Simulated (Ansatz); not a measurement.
## In (Im-3m), stationary points along a deformation path

The calculation used Ansatz 0.2.0, DFT PBE, scalar-relativistic, plane waves, PAW. Cutoff 420 eV, Γ-centred 20×20×20 k-points, Gaussian smearing of 0.15 eV. No spin polarisation. Energies are free energies at this smearing, counted from the undisturbed cell; pressure is positive in compression.

Reference structure (as given, not relaxed at this level; it stands at 1.5 GPa; this bcc form isn't the usual structure):

```yaml
crystal:
  lattice:
    - [-1.88253, 1.88253, 1.88253]
    - [1.88253, -1.88253, 1.88253]
    - [1.88253, 1.88253, -1.88253]
  atoms:
    - { symbol: In, position: [0.00000, 0.00000, 0.00000] }
```

At fixed volume and fractional coordinates, lengths along (0.577, 0.577, 0.577) are scaled against those across it; ρ is that ratio over its starting value. V = 26.686 Å³/atom. Δσ is the stress along the axis less the mean stress across it (compression positive).

| ρ | ΔE (meV/atom) | Δσ (GPa) | space group |
| --- | --- | --- | --- |
| 0.500 | 4000.8 | 209.80 | R-3m |
| 0.600 | 1253.9 | 75.10 | R-3m |
| 0.710 | 376.9 | 28.40 | R-3m |
| 0.850 | 51.5 | 6.88 | R-3m |
| 0.930 | 7.1 | 2.46 | R-3m |
| 1.000 | 0.0 | 0.00 | Im-3m |
| 1.200 | 23.4 | -1.76 | R-3m |
| 1.410 | 55.3 | -1.70 | R-3m |
| 1.700 | 92.4 | -2.08 | R-3m |
| 2.000 | 112.7 | 0.00 | Pm-3m |

Q: How does the stress give the slope of the energy, and where is the energy stationary?

A: Along the path d ln(length) is 2/3 d ln ρ on the axis and −1/3 d ln ρ across it, so dE/d ln ρ = −(2/3) V Δσ: the energy falls with ρ where Δσ is positive. Δσ vanishes or changes sign at ρ = 1.000 (Im-3m), a minimum at 0.0 meV/atom; at ρ = 2.000 (Pm-3m, an end of the scan), at 112.7 meV/atom. Pairs of stationary points between two samples would go unseen, and could change a minimum read from distant neighbours into a maximum. At ρ = 1.000, 2.000 the cell is cubic, where symmetry alone makes the stress isotropic and the slope zero.

In a metal these slopes depend on the k mesh and the smearing.